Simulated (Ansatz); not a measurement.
## Nb3Sn in Ansatz: the effect of functional

Nb3Sn:

```
CELL_PARAMETERS angstrom
5.28210 0.00000 0.00000
0.00000 5.28210 0.00000
0.00000 0.00000 5.28210
ATOMIC_POSITIONS crystal
Sn 0.50000 0.50000 0.50000
Sn 0.00000 0.00000 0.00000
Nb 0.00000 0.50000 0.25000
Nb 0.00000 0.50000 0.75000
Nb 0.50000 0.25000 0.00000
Nb 0.75000 0.00000 0.50000
Nb 0.50000 0.75000 0.00000
Nb 0.25000 0.00000 0.50000
```

Alike in all runs:

| Property | Result |
| --- | --- |
| Program | Ansatz 0.2.0 |
| Task | band structure |
| Potentials or basis | Ansatz PAW |
| k mesh | 5 × 5 × 5 |
| Occupations | fermi-dirac, width 0.05 eV |
| Spin | no spin polarisation |

**Question.** One run gave: pressure -5.9 GPa. Which functional did it use?
A. BLYP
B. revPBE
C. RPBE
D. LDA
E. r2SCAN

**Answer.** D.

| functional | cutoff | pressure (GPa) |
| --- | --- | --- |
| LDA | 420 eV (not typed: the program's choice for these potentials) | -5.9 |
| PBEsol | 420 eV (not typed: the program's choice for these potentials) | -2.2 |
| RPBE | 420 eV (not typed: the program's choice for these potentials) | 6.5 |
| revPBE | 420 eV (not typed: the program's choice for these potentials) | 5.7 |
| BLYP | 420 eV (not typed: the program's choice for these potentials) | 10.4 |
| r2SCAN | 500 eV (not typed: the program's choice for these potentials) | 2.2 |

Caveats: the PAW data sets come from PBE, with cores solved anew for the run's functional, which leaves a small shift of forces and pressure.

Runs at the PBE level aren't shown here.
